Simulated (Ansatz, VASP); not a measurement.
Two plane-wave programs on TiO2

```
Ti O
1.0
     0.00000    4.19722    4.19722
     4.19722    0.00000    4.19722
     4.19722    4.19722    0.00000
Ti O
2 4
Direct
  0.75000 0.75000 0.75000
  0.50000 0.50000 0.50000
  0.62500 0.62500 0.62500
  0.62500 0.62500 0.12500
  0.62500 0.12500 0.62500
  0.12500 0.62500 0.62500
```

Alike in both runs: functional PBE; k mesh 6 × 6 × 6; no spin polarisation.

Ansatz relaxed the structure, and its values are those at the end. VASP's run is a single point on that final structure, the one shown.

```csv
,VASP,Ansatz
version,VASP 6.6.1,Ansatz 0.2.0
potentials or method,"VASP PAW PBE potentials, release 64 (Ti_sv, O)","scalar-relativistic, plane waves, PAW"
plane-wave cutoff (eV),520,420
occupations,"gaussian, width 0.01 eV",fixed
valence electrons in the cell,48,48
```

```tsv
	VASP	Ansatz	Ansatz less VASP
gap on the k mesh at the Fermi level (eV)	3.24	3.27	+0.027
least direct gap on the mesh (eV)	3.25	3.27	+0.027
pressure (GPa)	0.3	0.0	-0.33
```

Ansatz warned: «xc_potential_rough_in_thin_density».

A k mesh can miss the band edges.
